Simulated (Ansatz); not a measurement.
**AlN: equation of state**

An exercise on one series of results from a longer session: the logs are not shown, and one member is left open.

Computed with Ansatz 0.2.0 (DFT PBE, scalar-relativistic, unless a step's input says otherwise).

## The starting structure

It takes space group P6_3mc (No. 186, hexagonal). The conventional cell has a = 3.111 Å, b = 3.111 Å, c = 4.978 Å, α = 90.00°, β = 90.00°, γ = 120.00°. Al (site symmetry 3m) is surrounded by 4 N at 1.89 to 1.92 Å. Around N (site symmetry 3m) lie 4 Al at 1.89 to 1.92 Å.

As a file:

```cif
data_structure
_symmetry_space_group_name_H-M 'P6_3mc'
_symmetry_Int_Tables_number 186
_cell_length_a 3.1110
_cell_length_b 3.1110
_cell_length_c 4.9780
_cell_angle_alpha 90.000
_cell_angle_beta 90.000
_cell_angle_gamma 120.000
_cell_volume 41.72
loop_
_atom_site_label
_atom_site_type_symbol
_atom_site_symmetry_multiplicity
_atom_site_Wyckoff_symbol
_atom_site_fract_x
_atom_site_fract_y
_atom_site_fract_z
_atom_site_occupancy
Al1 Al 2 b 0.33333 0.66667 0.00000 1
N1 N 2 b 0.33333 0.66667 0.38500 1
```

The file gives the conventional cell by its symmetry; the runs use the cell typed in the input.

Atoms are numbered in the order of the input: Al1, Al2, N3, N4.

Set-up of the first run:

input.yaml reads:

```yaml
crystal:
  lattice:
    - [3.0474944919, 0.0, 0.0]
    - [-1.523747246, 2.6392076479, 0.0]
    - [0.0, 0.0, 4.8763796492]
  atoms:
    - { symbol: Al, position: [0.3333333333, 0.6666666667, 0.0] }
    - { symbol: Al, position: [0.6666666667, 0.3333333333, 0.5] }
    - { symbol: "N", position: [0.3333333333, 0.6666666667, 0.385] }
    - { symbol: "N", position: [0.6666666667, 0.3333333333, 0.885] }
kpoints:
  mp_grid: { grid: [11, 11, 6] }
  band_path:
    path:
      - [0.0, 0.0, 0.0]
      - [0.5, 0.0, 0.0]
      - [0.3333333333, 0.3333333333, 0.0]
      - [0.0, 0.0, 0.0]
      - [0.0, 0.0, 0.5]
      - [0.5, 0.0, 0.5]
      - [0.3333333333, 0.3333333333, 0.5]
      - [0.0, 0.0, 0.5]
      - [0.5, 0.0, 0.5]
    npoints: 5
scf:
  occupations: { method: fermi_dirac, width: 0.02 }
hamiltonian:
  xc: pbe
  pseudopotentials: { kind: all_electron, lapw: { basis_error: 0.001 } }
output:
  forces: true
  stress: true
  eigenvalues: true
```

The run is started by

```sh
> ansatz run input.yaml --threads 1 --pin off --max-ram 4096MiB --backend cpu --events-out ev --progress --plain --runs-dir out
```

Steps of the session up to this table: Volume × 0.94, LAPW; Volume × 0.94, PAW; Volume × 0.94, crystal datasets; Volume × 0.98, LAPW; Volume × 0.98, PAW; Volume × 0.98, crystal datasets; Volume × 1.01, LAPW; Volume × 1.01, PAW; Volume × 1.01, crystal datasets; Volume × 1.04, LAPW; Volume × 1.04, PAW; Volume × 1.04, crystal datasets.

One of the session's tables, all rows but one given; the rest of the session is left out.

| method | volume (Å³/atom) | pressure (GPa) | gap on the k mesh (eV) | largest force (eV/Å) |
| --- | --- | --- | --- | --- |
| LAPW | 9.805 | 18.49 | 4.72 | 0.185 |
| LAPW | 10.222 | 8.33 | 4.34 | 0.182 |
| LAPW | 10.535 | 1.91 | 4.07 | 0.181 |
| LAPW | 10.848 | -3.64 | 3.82 | 0.179 |
| PAW | 9.805 | 18.60 | 4.71 | 0.183 |
| PAW | 10.222 | 8.44 | 4.33 | 0.181 |
| PAW | 10.535 | 2.01 | 4.07 | 0.180 |
| PAW | 10.848 | ? | ? | ? |
| crystal datasets | 9.805 | 18.49 | 4.72 | 0.185 |
| crystal datasets | 10.222 | 8.33 | 4.34 | 0.183 |
| crystal datasets | 10.535 | 1.91 | 4.07 | 0.181 |
| crystal datasets | 10.848 | -3.64 | 3.82 | 0.179 |

Estimate the missing values for PAW, 10.848.

As computed: pressure (GPa): -3.56; gap on the k mesh (eV): 3.81; largest force (eV/Å): 0.178. In the column «pressure (GPa)» it lies between crystal datasets, 10.848 (-3.64) and LAPW, 10.535 (1.91).

To keep in mind: Shape and positions are held, so a fully relaxed modulus can be lower. Warnings in the runs' records: crystal datasets made.
